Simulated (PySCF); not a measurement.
Compound: piperidine, C5H11N.
Numbering: `[CH2:1]1[CH2:2][CH2:3][NH:4][CH2:5][CH2:6]1`

Geometry (GFN2-xTB, Å), atoms numbered from 1 in this order:
```
atom  x, y, z in Å
C1     1.0578   -0.7171    0.4185
C2    -0.0816   -1.3468   -0.3811
C3    -1.3805   -0.5732   -0.1240
N4    -1.2669    0.8424   -0.4240
C5    -0.1827    1.4540    0.3226
C6     1.1692    0.7699    0.0856
H7     0.8544   -0.8322    1.4862
H8     1.9996   -1.2250    0.1981
H9    -0.2096   -2.3940   -0.1016
H10    0.1567   -1.3088   -1.4480
H11   -1.6539   -0.6611    0.9323
H12   -2.1968   -0.9851   -0.7228
H13   -1.0925    0.9588   -1.4192
H14   -0.1315    2.5103    0.0468
H15   -0.4425    1.3901    1.3841
H16    1.4553    0.8888   -0.9634
H17    1.9383    1.2410    0.6999
```

Probes without a nucleus sit at each ring's centroid and 1 Å off its mean plane on both sides; NICS is minus the shielding there, NICSzz its component along the normal. Level: GIAO PBE0/pcSseg-1 (PySCF, non-relativistic, gas phase) on the GFN2-xTB geometry, one conformer.

Ring bond lengths (Å), with Mayer bond orders in brackets: C1–C2 1.528 (1.03), C2–C3 1.534 (1.02), C3–N4 1.452 (1.01), N4–C5 1.452 (1.01), C5–C6 1.534 (1.02), C6–C1 1.528 (1.03).

Problem. What do the NICS probes read (ppm)?

Solution. 
```
             ring                                             type  NICS(0)  NICS(1), two faces  NICS(1)zz, two faces  rms pucker (Å)  centre to ring atoms, mean (Å)
C1–C2–C3–N4–C5–C6  6-membered ring with N; formal bonds all single     -0.7         -1.6 / -1.6             3.8 / 3.0            0.23                            1.45
```

Problem. What do they say, and how far can they be read as aromaticity?

Solution. 
- C1–C2–C3–N4–C5–C6: mean NICS(1)zz 3.4 ppm, deshielded. C1, C2, C3, C5, C6 have four or more neighbours, and the NICS criterion for π rings isn't applied.

Problem. What are the shieldings of the ring atoms and their hydrogens in the same run (means over atoms taken as equivalent)?

Solution. 
```json
{"atoms": "C1", "environment": "ring CH2 carbon", "σ isotropic (ppm)": "157.5", "principal values of the symmetric part, first atom (ppm)": "152.6, 156.8, 163.0"}
{"atoms": "C2 (×2)", "environment": "ring CH2 carbon", "σ isotropic (ppm)": "153.7", "principal values of the symmetric part, first atom (ppm)": "140.4, 155.3, 165.5"}
{"atoms": "C3 (×2)", "environment": "sp3 carbon bound to nitrogen", "σ isotropic (ppm)": "134.8", "principal values of the symmetric part, first atom (ppm)": "120.7, 130.7, 153.1"}
{"atoms": "N4", "environment": "secondary amine nitrogen", "σ isotropic (ppm)": "206.9", "principal values of the symmetric part, first atom (ppm)": "181.8, 183.3, 255.7"}
{"atoms": "H7 (×2)", "environment": "methylene hydrogen", "σ isotropic (ppm)": "30.04", "principal values of the symmetric part, first atom (ppm)": "27.1, 28.3, 35.4"}
{"atoms": "H9 (×4)", "environment": "methylene hydrogen", "σ isotropic (ppm)": "30.42", "principal values of the symmetric part, first atom (ppm)": "26.3, 27.7, 36.7"}
{"atoms": "H11 (×4)", "environment": "methylene hydrogen", "σ isotropic (ppm)": "28.85", "principal values of the symmetric part, first atom (ppm)": "24.8, 28.3, 34.3"}
{"atoms": "H13", "environment": "N–H hydrogen", "σ isotropic (ppm)": "31.77", "principal values of the symmetric part, first atom (ppm)": "25.1, 30.5, 39.6"}
```
